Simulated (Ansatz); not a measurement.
**CaO: properties at the relaxed cell**

The task here is to estimate one member of a computed series from the others.

Program: Ansatz 0.2.0. Level of theory: DFT PBE, scalar-relativistic, plane waves, PAW. These are calculated values, not measurements.

1 further run of the same task is left out (set aside as unsound or not needed).

## The starting structure

Symmetry: Fm-3m, No. 225, cubic system. Conventional cell: a = 4.830 Å, b = 4.830 Å, c = 4.830 Å, α = 90.00°, β = 90.00°, γ = 90.00°. Around Ca (site symmetry m-3m) lie 6 O at 2.42 Å. O (site symmetry m-3m) has 6 Ca at 2.42 Å as nearest neighbours.

As a file:

```xyz
2
Lattice="0.0000 2.4151 2.4151 2.4151 0.0000 2.4151 2.4151 2.4151 0.0000" Properties=species:S:1:pos:R:3 pbc="T T T"
Ca    0.0000    0.0000    0.0000
O     2.4151    2.4151    2.4151
```

It is the result of an earlier relaxation at this level (volume 14.09 Å³/atom; gap on the mesh: 3.66 eV).

The first run:

Input file input.yaml:

```yaml
crystal:
  lattice:
    - [0.0, 2.4150559802, 2.4150559802]
    - [2.4150559802, 0.0, 2.4150559802]
    - [2.4150559802, 2.4150559802, 0.0]
  atoms:
    - { symbol: Ca, position: [0.0, 0.0, 0.0] }
    - { symbol: O, position: [0.5, 0.5, 0.5] }
basis:
  ecutwfc: 420
kpoints:
  mp_grid: { grid: [8, 8, 8] }
  band_path:
    path:
      - [[0.0, 0.0, 0.0], [0.5, 0.0, 0.5], [0.625, 0.25, 0.625]]
      - [[0.375, 0.375, 0.75], [0.0, 0.0, 0.0], [0.5, 0.5, 0.5], [0.5, 0.25, 0.75], [0.5, 0.0, 0.5]]
    npoints: 14
hamiltonian:
  xc: pbe
scf:
  occupations: { method: gaussian, width: 0.02 }
  n_extra_bands: 6
output:
  forces: true
  stress: true
  eigenvalues: true
  populations: true
  dos: { projected: true, de: 0.02, nscf_kmesh: { grid: [12, 12, 12] } }
  bader: true
  write_density: true
  write_potential: true
  elf: true
  volumetric_format: npy
```

Launch:

```sh
$ ansatz run input.yaml --threads 1 --pin off --max-ram 2560MiB --backend cpu --events-out ev --progress --plain --runs-dir out
```

Steps of the session up to this table: Bands, states and charges; Band edges anywhere in the zone; Eigenvalues a small step from each edge; Volume × 0.97; Volume × 1.03; Volume × 0.94; Point at V/V0 = 1.06.

One of the session's tables, all rows but one given; the rest of the session is left out.

It belongs to the step «Equation of state». 

```
volume (Å³/atom)  energy above the lowest point (meV/atom)  pressure (GPa)  gap on the mesh (eV)
          13.241                                      18.9            7.52                  3.64
          13.663                                         ?               ?                     ?
          14.086                                       0.0            0.05                  3.66
          14.508                                       3.9           -2.88                  3.66
          14.931                                      14.8           -5.38                  3.66
```

Q: Estimate the row for volume (Å³/atom) = 13.663 from the others.

Worked estimate for «energy above the lowest point (meV/atom)». A straight line through the neighbours (13.241, 18.9) and (14.086, 0.0) gives 18.9 + (0.0 − 18.9) × (13.663 − 13.241) / (14.086 − 13.241) = 9.5; a parabola fitted to 3 rows on both sides gives 5.0.

**Answer.** energy above the lowest point (meV/atom): 4.6; pressure (GPa): 3.48; gap on the mesh (eV): 3.65. In «energy above the lowest point (meV/atom)» the line misses by +4.9 and the parabola by +0.4.
